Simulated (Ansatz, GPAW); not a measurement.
**One calculation of AlCu3, 3 ways**

```
Cu Al
1.0
     3.63738    0.00000    0.00000
     0.00000    3.63738    0.00000
     0.00000    0.00000    3.63738
Cu Al
3 1
Direct
  0.00000 0.50000 0.50000
  0.50000 0.00000 0.50000
  0.50000 0.50000 0.00000
  0.00000 0.00000 0.00000
```

The cell comes from a database or a generator and needn't be the stable form of this composition.

Alike in all runs: task equation of state; functional PBEsol; k mesh 7 × 7 × 7; occupations fermi-dirac, width 0.05 eV; no spin polarisation; no spin-orbit coupling.

```csv
program and potentials,plane-wave cutoff (eV),notes,equilibrium volume (Å³/atom),bulk modulus (GPa)
"Ansatz, Ansatz PAW",420,"potentials made for PBE, which Ansatz adapts in part",11.97,152.8
"Ansatz, all-electron LAPW, scalar-relativistic",-,-,?,?
"GPAW, PAW data sets generated for this functional",600,this data set often lies off other programs,12.10,149.3
```

**Question.** Estimate from the other rows what the run with Ansatz, all-electron LAPW, scalar-relativistic gave.

**Answer.** Equilibrium volume 11.97 Å³/atom; bulk modulus 152.4 GPa. The other rows, which needn't bracket it: equilibrium volume 11.97 to 12.10; bulk modulus 149.3 to 152.8.
